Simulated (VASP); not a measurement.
# BN: electric field gradients, by potentials

BN, P1 (no. 1), 2 atoms in the cell.

| Potentials | Vzz of the first element (V/Å²) | Vzz of the second element (V/Å²) | Time (s) |
|---|---|---|---|
| N, B | -1.84 | 33.89 | 31 |
| N_GW, B_GW | 1.37 | 33.72 | 32 |
| N_h, B_h | -1.68 | 33.07 | 32 |

## Input of the first row

INCAR:
```
GGA      = PE             # functional
PREC     = Accurate       # precision mode
ENCUT    = 950            # plane-wave cutoff, eV
EDIFF    = 1E-7           # SCF threshold, eV
LREAL    = False          # projectors in reciprocal space
LASPH    = True           # aspherical terms in the spheres
ALGO     = Normal         # electronic algorithm
NELM     = 120            # most SCF steps
LWAVE    = False          # write WAVECAR
LCHARG   = False          # write CHGCAR
ISMEAR   = 0              # smearing method
SIGMA    = 0.02           # smearing width, eV
KPAR     = 2            
LEFG     = True         
QUAD_EFG = 20.44 40.59   
```

KPOINTS:
```
k-points
0
Gamma
  11 11 8
```

POSCAR:
```
BN
1.0
    2.5080409239      0.0000000000      0.0000000000
   -1.2467107647      2.1762310413      0.0000000000
   -0.6306650796     -1.0881155206      3.0225400000
N B
1 1
Direct
    0.6685060000      0.3323850000      0.9849990000
    0.9796430000      0.9834990000      0.0018060000
```

Commands:
```
cat potpaw_PBE.64/N/POTCAR potpaw_PBE.64/B/POTCAR > POTCAR
mpirun -np 2 vasp_std > vasp.out
```

Changes of the last row against the first:
```
- cat potpaw_PBE.64/N/POTCAR potpaw_PBE.64/B/POTCAR > POTCAR
+ cat potpaw_PBE.64/N_h/POTCAR potpaw_PBE.64/B_h/POTCAR > POTCAR
```

VASP 6.6.1 took 31 s on 2 cores (Intel Xeon 6975P-C (Granite Rapids)), a shared host.
